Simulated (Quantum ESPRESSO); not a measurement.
## MgS (Niningerite) in Quantum ESPRESSO: the effect of target pressure

MgS (Niningerite):

```xyz
2
Lattice="0.0000 2.6016 2.6016 2.6016 0.0000 2.6016 2.6016 2.6016 0.0000" Properties=species:S:1:pos:R:3 pbc="T T T"
S     2.6016    2.6016    2.6016
Mg    0.0000    0.0000    0.0000
```

Alike in all runs:

```yaml
Program: Quantum ESPRESSO 7.5
Task: relaxation of cell and atoms
Functional: LDA
Potentials_or_basis: SSSP 1.3 efficiency PBE
Cutoff: 857 eV
Density_cutoff: 6884 eV
k_mesh: 9 × 9 × 9
Occupations: fermi-dirac, width 0.05 eV
Spin: no spin polarisation
```

Each run relaxes the cell or the atoms first.

```tsv
target pressure	relaxed volume (Å³/atom)	gap on the mesh (eV)
0 GPa	17.01	2.73
2 GPa	16.63	2.78
5 GPa	16.12	2.84
10 GPa	15.42	2.93
20 GPa	14.36	3.07
30 GPa	?	?
```

Question: What does the run with target pressure 30 GPa give?

Answer: Relaxed volume 13.57 Å³/atom; gap on the mesh 3.17 eV.

Worked out: In Murnaghan's law V^(-B') rises as a straight line in P. The other rows fit best with B' = 3.8, V0 = 17.01 Å³/atom and B0 = 84 GPa, which gives 13.58 Å³/atom at 30 GPa, against the run's 13.57. A parabola through the other rows of the gap on the mesh, of slope 0.0047 eV per GPa there, extrapolates to 3.15 eV, against the run's 3.17.

Caveats: the potentials were made for another functional, which shifts forces and pressure; an odd mesh through Γ misses points on the zone boundary, where band edges often lie; the volume moved by over 15 % at a fixed basis, so the end points are rough (some runs).
